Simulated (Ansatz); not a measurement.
## Structure relaxation of I

Theory: Ansatz, DFT PBE, scalar-relativistic, plane waves, PAW. Cutoff 420 eV, Γ-centred k mesh, Gaussian smearing, no spin polarisation in the final step.

The start puts I on the alpha-boron structure type (R-3m, No. 166), at a guessed volume.

```
I
1.0
     4.59261    2.65155    7.83225
    -4.59261    2.65155    7.83225
     0.00000   -5.30309    7.83225
I
12
Direct
  0.01019 0.65361 0.01019
  0.01019 0.01019 0.65361
  0.65361 0.01019 0.01019
  0.98981 0.34639 0.98981
  0.34639 0.98981 0.98981
  0.98981 0.98981 0.34639
  0.22118 0.63060 0.22118
  0.22118 0.22118 0.63060
  0.63060 0.22118 0.22118
  0.77882 0.36940 0.77882
  0.36940 0.77882 0.77882
  0.77882 0.77882 0.36940
```

Steps on the 3×3×3 mesh (12 atoms). 12 of 13 steps are shown, and the free energy counts from the last. Trial steps that were taken back and renewals of the plane-wave basis can be among the rows.

```tsv
step	ΔF (meV/atom)	V (Å³/atom)	P (GPa)	largest force component (eV/Å)
1	435.5	47.69	2.36	1.016
2	263.5	50.46	0.57	0.817
3	201.5	51.23	1.43	1.220
4	124.5	52.92	-0.12	0.357
5	67.7	54.00	-0.30	0.310
6	26.3	54.50	-0.09	0.244
8	16.3	54.09	0.33	0.105
9	12.6	54.83	0.00	0.022
10	5.8	54.83	0.24	0.024
11	4.6	55.53	0.26	0.239
12	0.1	56.76	0.06	0.013
13	0.0	56.76	0.06	0.013
```

A final relaxation ran on a 6×6×6 mesh. The relaxed crystal, R-3m (No. 166):

Space group R-3m:H (No. 166). a = 9.024 Å, b = 9.024 Å, c = 29.316 Å, α = 90.00°, β = 90.00°, γ = 120.00°
```
atom site symmetry x y z
   I   18h        .m  0.1763  0.8237  0.8799
   I   18h        .m  0.2099  0.7901  0.9941
```

For I, the volume per atom is 57.43 Å³. The density is 3.67 g/cm³ and the energy over the standard structure is 0.12 eV/atom. The gap on the 6×6×6 mesh is 0 eV (a metal).

Energies count from the standard state of I at the same level.

The final run used a 6×6×6 mesh on its 12-atom cell and 0.10 eV smearing. For metals, differences of a few meV/atom aren't resolved. Spin–orbit coupling is left out.

A structure relaxed within its symmetry needn't be a true minimum.